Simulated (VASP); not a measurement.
# Cs2SnI6 (Fm-3m) in VASP: further runs

Aim: see how the results for Cs2SnI6 move with the level of theory and the settings. Levels: PBE+D3(BJ), PBEsol, PBE. Tasks: relaxation of cell and atoms.

Program: VASP 6.6.1. These are calculated values, not measurements. Logs are shortened: lines on timing, memory, paths and dates and some standing lists are left out, and cuts for length are marked.

### 1 Starting point

Symmetry: Fm-3m, No. 225, cubic system. The conventional cell has a = 11.644 Å, b = 11.644 Å, c = 11.644 Å, α = 90.00°, β = 90.00°, γ = 90.00°. Cs (site symmetry -43m) is surrounded by 12 I at 4.12 Å. Around Sn (site symmetry m-3m) lie 6 I at 2.89 Å. I (site symmetry 4mm) is surrounded by 1 Sn at 2.89 Å.

### 2 Relaxation of cell and atoms, PBE+D3(BJ)

INCAR

```
SYSTEM = Cs2SnI6
ALGO = Normal
EDIFF = 1E-7
EDIFFG = -0.005
ENCUT = 600
GGA = PE
IBRION = 2
ISIF = 3
ISMEAR = 0
IVDW = 12
KPAR = 2
LASPH = .TRUE.
LCHARG = .FALSE.
LREAL = .FALSE.
LWAVE = .FALSE.
NELM = 80
NSW = 90
PREC = Accurate
SIGMA = 0.03
```

KPOINTS

```
k-points
0
G
  6 6 6
  0 0 0
```

POSCAR

```
Cs2SnI6                                 
1.0
    0.0000000000      5.8220880563      5.8220880563
    5.8220880563      0.0000000000      5.8220880563
    5.8220880563      5.8220880563     -0.0000000000
  Cs              Sn              I             
     2     1     6
Direct
     0.2500000000000000    0.2500000000000000    0.2500000000000000
     0.7500000000000000    0.7500000000000000    0.7500000000000000
     0.0000000000000000    0.0000000000000000    1.0000000000000000
     0.7514199968861328    0.2485800031138671    0.2485800031138671
     0.2485800031138671    0.7514199968861328    0.2485800031138671
     0.2485800031138671    0.7514199968861328    0.7514199968861328
     0.7514199968861328    0.2485800031138671    0.7514199968861328
     0.2485800031138671    0.2485800031138671    0.7514199968861328
     0.7514199968861328    0.7514199968861328    0.2485800031138671
```

Potentials or basis: VASP PAW PBE potentials, release 64 (Cs_sv, Sn_d, I).

Launch:

```bash
cat potpaw_PBE.64/Cs_sv/POTCAR potpaw_PBE.64/Sn_d/POTCAR potpaw_PBE.64/I/POTCAR > POTCAR
mpirun -np 2 vasp_std > vasp.out
```

OUTCAR:

```text
SYSTEM = Cs2SnI6
   EDIFF = 1E-7
   EDIFFG = -0.005
   ENCUT = 600
   GGA = PE
   IBRION = 2
   ISIF = 3
   ISMEAR = 0
   IVDW = 12
   LASPH = .TRUE.
   LREAL = .FALSE.
   NELM = 80
   NSW = 90
   PREC = Accurate
 IVDW          = 12

 ion  position               nearest neighbor table
   1  0.250  0.250  0.250-
   2  0.750  0.750  0.750-
   3  0.000  0.000  0.000-   4 2.89   5 2.89   6 2.89   7 2.89   8 2.89   9 2.89
   4  0.751  0.249  0.249-   3 2.89
   5  0.249  0.751  0.249-   3 2.89
   6  0.249  0.751  0.751-   3 2.89
   7  0.751  0.249  0.751-   3 2.89
   8  0.249  0.249  0.751-   3 2.89
   9  0.751  0.751  0.249-   3 2.89

  LATTYP: Found a face centered cubic cell.
 ALAT       =    11.6441761126

  Lattice vectors:

 A1 = (   0.0000000000,   5.8220880563,   5.8220880563)
 A2 = (   5.8220880563,   0.0000000000,   5.8220880563)
 A3 = (   5.8220880563,   5.8220880563,   0.0000000000)

Analysis of symmetry for initial positions (statically):
=====================================================================
 Subroutine PRICEL returns:
 Original cell was already a primitive cell.

 Routine SETGRP: Setting up the symmetry group for a
 face centered cubic supercell.

 Subroutine GETGRP returns: Found 48 space group operations
 (whereof 48 operations were pure point group operations)
 out of a pool of 48 trial point group operations.

The static configuration has the point symmetry O_h .

Analysis of symmetry for dynamics (positions and initial velocities):
=====================================================================
 Subroutine PRICEL returns:
 Original cell was already a primitive cell.

 Routine SETGRP: Setting up the symmetry group for a
 face centered cubic supercell.

 Subroutine GETGRP returns: Found 48 space group operations
 (whereof 48 operations were pure point group operations)
 out of a pool of 48 trial point group operations.

The dynamic configuration has the point symmetry O_h .

 Subroutine INISYM returns: Found 48 space group operations
 (whereof 48 operations are pure point group operations),
 and found     1 'primitive' translations

----------------------------------------------------------------------------------------

                                     Primitive cell

  volume of cell :     394.6993

  direct lattice vectors                    reciprocal lattice vectors
     0.000000000  5.822088056  5.822088056    -0.085879842  0.085879842  0.085879842
     5.822088056  0.000000000  5.822088056     0.085879842 -0.085879842  0.085879842
     5.822088056  5.822088056  0.000000000     0.085879842  0.085879842 -0.085879842

  length of vectors
     8.233675891  8.233675891  8.233675891     0.148748249  0.148748249  0.148748249

  position of ions in fractional coordinates (direct lattice)
     0.250000000  0.250000000  0.250000000
     0.750000000  0.750000000  0.750000000
     0.000000000  0.000000000  0.000000000
     0.751419997  0.248580003  0.248580003
     0.248580003  0.751419997  0.248580003
     0.248580003  0.751419997  0.751419997
     0.751419997  0.248580003  0.751419997
     0.248580003  0.248580003  0.751419997
     0.751419997  0.751419997  0.248580003

  ion indices of the primitive-cell ions
   primitive index   ion index
                 1           1
                 2           2
                 3           3
                 4           4
                 5           5
                 6           6
                 7           7
                 8           8
                 9           9

----------------------------------------------------------------------------------------

 KPOINTS: k-points

Automatic generation of k-mesh.
 Grid dimensions read from file:
 generate k-points for:    6    6    6

 Generating k-lattice:

  Cartesian coordinates                     Fractional coordinates (reciprocal lattice)
    -0.014313307  0.014313307  0.014313307     0.166666667  0.000000000  0.000000000
     0.014313307 -0.014313307  0.014313307     0.000000000  0.166666667  0.000000000
     0.014313307  0.014313307 -0.014313307     0.000000000  0.000000000  0.166666667

  Length of vectors
     0.024791375  0.024791375  0.024791375

  Shift w.r.t. Gamma in fractional coordinates (k-lattice)
     0.000000000  0.000000000  0.000000000

 Subroutine IBZKPT returns following result:
 ===========================================

 Found     16 irreducible k-points:

 Following reciprocal coordinates:
            Coordinates               Weight
  0.000000  0.000000  0.000000      1.000000
  0.166667  0.000000  0.000000      8.000000
  0.333333  0.000000  0.000000      8.000000
  0.500000  0.000000  0.000000      4.000000
  0.166667  0.166667  0.000000      6.000000
  0.333333  0.166667  0.000000     24.000000
[... 8 lines left out ...]
 -0.333333  0.333333  0.166667     24.000000
 -0.333333  0.500000  0.166667     12.000000
   k-points           NKPTS =     16   k-points in BZ     NKDIM =     16   number of bands    NBANDS=     44
   number of dos      NEDOS =    301   number of ions     NIONS =      9
   total plane-waves  NPLWV = 343000
   dimension x,y,z NGX =    70 NGY =   70 NGZ =   70
   dimension x,y,z NGXF=   140 NGYF=  140 NGZF=  140
   ions per type =               2   1   6
   NGX,Y,Z   is equivalent  to a cutoff of  14.13, 14.13, 14.13 a.u.
   NGXF,Y,Z  is equivalent  to a cutoff of  28.27, 28.27, 28.27 a.u.
 SYSTEM =  Cs2SnI6
   PREC   = accura    normal or accurate (medium, high low for compatibility)
   ISTART =      0    job   : 0-new  1-cont  2-samecut
   ICHARG =      2    charge: 1-file 2-atom 10-const
   ISPIN  =      1    spin polarized calculation?
   LNONCOLLINEAR =      F non collinear calculations
   LSORBIT =      F    spin-orbit coupling
   LASPH  =      T    aspherical Exc in radial PAW
   ENCUT  =  600.0 eV  44.10 Ry    6.64 a.u.  16.44 16.44 16.44*2*pi/ulx,y,z
   NELM   =     80;   NELMIN=  2; NELMDL= -5     # of ELM steps
   EDIFF  = 0.1E-06   stopping-criterion for ELM
   LREAL  =      F    real-space projection
   EDIFFG = -.5E-02   stopping-criterion for IOM
   NSW    =     90    number of steps for IOM
   IBRION =      2    ionic relax: 0-MD 1-quasi-New 2-CG
   NFREE  =      1    steps in history (QN), initial steepest desc. (CG)
   ISIF   =      3    stress and relaxation
   ISYM   =      2    0-nonsym 1-usesym 2-fastsym
   POTIM  = 0.5000    time-step for ionic-motion
   TEBEG  =    0.0;   TEEND  =   0.0 temperature during run
   PSTRESS=    0.0 pullay stress
   NELECT =      74.0000    total number of electrons
   NUPDOWN=      -1.0000    fix difference up-down
   EMIN   =  10.00;   EMAX   =-10.00  energy-range for DOS
   EFERMI =   0.00;   METHOD = LEGACY
   ISMEAR =     0;   SIGMA  =   0.03  broadening in eV -4-tet -1-fermi 0-gaus
   EFERMI_NEDOS =   21; number of points for ismear=-14 and -15
   IALGO  =     38    algorithm
   IMIX   =      4    mixing-type and parameters
     AMIX     =   0.40;   BMIX     =  1.00
     AMIX_MAG =   1.60;   BMIX_MAG =  1.00
  volume/ion in A,a.u.               =      43.86       295.95
  Fermi-wavevector in a.u.,A,eV,Ry     =   0.936979  1.770634 11.944964  0.877930
  Thomas-Fermi vector in A             =   2.064044
   LORBIT       =      0    0 simple, 1 ext, 2 COOP (PROOUT), +10 PAW based schemes
   GGA     = PE    functional components
   LHFCALC =     F    Hartree Fock is set to
   AEXX    =    0.0000 exact exchange contribution
   IVDW    =    12    specifies the selected vdW correction
   LEPSILON=     F    determine dielectric tensor
   LRPA    =     F    only Hartree local field effects (RPA)
 conjugate gradient relaxation of ions
 non-spin polarized calculation
 Gauss-broadening in eV      SIGMA  =   0.03
  energy-cutoff  :      600.00
  volume of cell :      394.70
 maximum number of plane-waves:     13323
 NGX is ok and might be reduce to    70
   NGX = 33   NGY = 33   NGZ = 33

 number of electron      73.9999999 magnetization

 Free energy of the ion-electron system (eV)
  ---------------------------------------------------
  ext. energy  EPLUGINS =         0.00000000
  ---------------------------------------------------
  free energy    TOTEN  =       -22.86496800 eV

  energy without entropy =      -22.86460780  energy(sigma->0) =      -22.86478790

 E-fermi :   1.9217     XC(G=0):  -7.9461

 val. band max:        1.8989168742   @ k =   0.0000   0.0000   0.0000
 cond. band min:       2.2119361382   @ k =   0.1667   0.0000   0.0000
 fundamental gap:      0.3130192640
 Fermi energy:         1.9216582778

 k-point     1 :       0.0000    0.0000    0.0000
  band No.  band energies     occupation
      1     -19.5306      2.00000
      2     -19.5306      2.00000
      3     -19.4845      2.00000
      4     -19.4845      2.00000
      5     -19.4845      2.00000
      6     -18.5232      2.00000
[... 36 lines left out ...]
     43       6.4501      0.00000
     44       6.4501      0.00000

 k-point     2 :       0.1667    0.0000    0.0000
  band No.  band energies     occupation
      1     -19.5306      2.00000
      2     -19.5306      2.00000
      3     -19.4845      2.00000
      4     -19.4845      2.00000
      5     -19.4845      2.00000
      6     -18.5229      2.00000
[... 36 lines left out ...]
     43       6.6243      0.00000
     44       6.6243      0.00000

 k-point     3 :       0.3333    0.0000    0.0000
  band No.  band energies     occupation
      1     -19.5306      2.00000
      2     -19.5306      2.00000
      3     -19.4845      2.00000
      4     -19.4845      2.00000
      5     -19.4845      2.00000
      6     -18.5221      2.00000
[... 36 lines left out ...]
     43       6.9735      0.00000
     44       6.9748      0.00000

 k-point     4 :       0.5000    0.0000    0.0000
  band No.  band energies     occupation
      1     -19.5306      2.00000
      2     -19.5306      2.00000
      3     -19.4845      2.00000
      4     -19.4845      2.00000
      5     -19.4845      2.00000
      6     -18.5211      2.00000
[... 506 lines left out ...]
     43       7.4647      0.00000
     44       7.5586      0.00000

 k-point    15 :      -0.3333    0.3333    0.1667
  band No.  band energies     occupation
      1     -19.5306      2.00000
      2     -19.5306      2.00000
      3     -19.4845      2.00000
      4     -19.4845      2.00000
      5     -19.4845      2.00000
      6     -18.5210      2.00000
[... 36 lines left out ...]
     43       7.7100      0.00000
     44       7.7371      0.00000

 k-point    16 :      -0.3333    0.5000    0.1667
  band No.  band energies     occupation
      1     -19.5306      2.00000
      2     -19.5306      2.00000
      3     -19.4845      2.00000
      4     -19.4845      2.00000
      5     -19.4845      2.00000
      6     -18.5214      2.00000
[... 36 lines left out ...]
     43       7.9185      0.00000
     44       7.9323      0.00000

------------------------ aborting loop because EDIFF is reached ----------------------------------------

 Edisp (eV)   -2.49326

 E8    (eV) :    -1.2150

  FORCE on cell =-STRESS in cart. coord.  units (eV):
  Direction    XX          YY          ZZ          XY          YZ          ZX
  --------------------------------------------------------------------------------------
  -------------------------------------------------------------------------------------
  Total       0.00379     0.00379     0.00379     0.00000    -0.00000    -0.00000
  in kB       0.01537     0.01537     0.01537     0.00000    -0.00000    -0.00000
  external pressure =        0.02 kB  Pullay stress =        0.00 kB

 VOLUME and BASIS-vectors are now :
 -----------------------------------------------------------------------------
  energy-cutoff  :      600.00
  volume of cell :      394.70
      direct lattice vectors                 reciprocal lattice vectors
     0.000000000  5.822088056  5.822088056    -0.085879842  0.085879842  0.085879842
     5.822088056  0.000000000  5.822088056     0.085879842 -0.085879842  0.085879842
     5.822088056  5.822088056  0.000000000     0.085879842  0.085879842 -0.085879842

 POSITION                                       TOTAL-FORCE (eV/Angst)
 -----------------------------------------------------------------------------------
      2.91104      2.91104      2.91104        -0.000000      0.000000      0.000000
      8.73313      8.73313      8.73313         0.000000      0.000000      0.000000
      0.00000      0.00000      0.00000         0.000000      0.000000      0.000000
      2.89451      5.82209      5.82209        -0.000026      0.000000      0.000000
      5.82209      2.89451      5.82209         0.000000     -0.000026      0.000000
      8.74967      5.82209      5.82209         0.000026      0.000000      0.000000
      5.82209      8.74967      5.82209         0.000000      0.000026      0.000000
      5.82209      5.82209      2.89451         0.000000      0.000000     -0.000026
      5.82209      5.82209      8.74967         0.000000      0.000000      0.000026
 -----------------------------------------------------------------------------------
    total drift:                               -0.000000     -0.000000     -0.000000

  FREE ENERGIE OF THE ION-ELECTRON SYSTEM (eV)
  ---------------------------------------------------
  free  energy   TOTEN  =       -25.3582257908 eV

  energy  without entropy=      -25.3578655960  energy(sigma->0) =      -25.35804569

 reached required accuracy - stopping structural energy minimisation
```

It took 5.3 min on 2 MPI ranks of Intel Xeon Platinum 8488C (Sapphire Rapids), shared host; peak memory 0.84 GiB.

What came out:

| Item | Value |
| --- | --- |
| Free energy | -25.3582 eV |
| Pressure after relaxing | 0.0 GPa |
| Band gap on the k mesh | none (metal or under the smearing width) |
| Dispersion energy per atom | -0.277 eV |

Final structure:
```xyz
9
Lattice="0.0000 5.8221 5.8221 5.8221 0.0000 5.8221 5.8221 5.8221 0.0000" Properties=species:S:1:pos:R:3 pbc="T T T"
Cs    2.9110    2.9110    2.9110
Cs    8.7331    8.7331    8.7331
Sn    0.0000    0.0000    0.0000
I     2.8945    5.8221    5.8221
I     5.8221    2.8945    5.8221
I     8.7497    5.8221    5.8221
I     5.8221    8.7497    5.8221
I     5.8221    5.8221    2.8945
I     5.8221    5.8221    8.7497
```

Caveat: the relaxation stopped at its first step, so nothing moved; pairwise dispersion overbinds metals, which lowers pressure and volume. The run has no spin-orbit coupling, so splittings on Cs, I are missing.

[end of part 1 of 3]
